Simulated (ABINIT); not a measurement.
Runs of ABINIT 10.8.3 (patched build) on CdSe (Cadmoselite). Symmetry: P6_3mc, No. 186, hexagonal system. Conventional cell: a = 4.300 Å, b = 4.300 Å, c = 7.020 Å, α = 90.00°, β = 90.00°, γ = 120.00°. Cd (site symmetry 3m) has 4 Se at 2.61 to 2.70 Å as nearest neighbours. Around Se (site symmetry 3m) lie 4 Cd at 2.61 to 2.70 Å. 

```csv
task,level,potentials or basis,k mesh,mesh quality,gap on the mesh (eV),largest force (eV/Å)
single point,PBEsol,JTH PAW PBE v2.0,4 × 4 × 2,coarse,0.56,0.28
single point,LDA,JTH PAW LDA v2.0,4 × 4 × 2,coarse,(b),0.27
band structure,LDA-Teter,JTH PAW LDA v2.0,7 × 7 × 4,not flagged,0.42,0.26
band structure,LDA,JTH PAW LDA v2.0,7 × 7 × 4,not flagged,0.42,0.26
single point,LDA,JTH PAW LDA v2.0,6 × 6 × 3,not flagged,0.42,0.26
single point,PBEsol,JTH PAW PBE v2.0,9 × 9 × 5,not flagged,0.57,0.27
band structure,RPBE,JTH PAW PBE v2.0,7 × 7 × 4,not flagged,0.87,0.29
band structure,WC,JTH PAW PBE v2.0,7 × 7 × 4,not flagged,(a),0.27
```

Alike in all rows: no spin polarisation; cell as given; cutoff (eV) 463; smearing fermi-dirac 0.05 eV.

Q: Fill in the values left out.

A: (a) 0.55; (b) 0.41.

Caveats: some runs use coarse meshes; the PAW data sets were made with another functional, which shifts forces and pressure a little (some runs).

A k mesh can miss the band edges, and the runs leave out spin-orbit coupling on Cd, Se.

Runs at the PBE level aren't shown here.
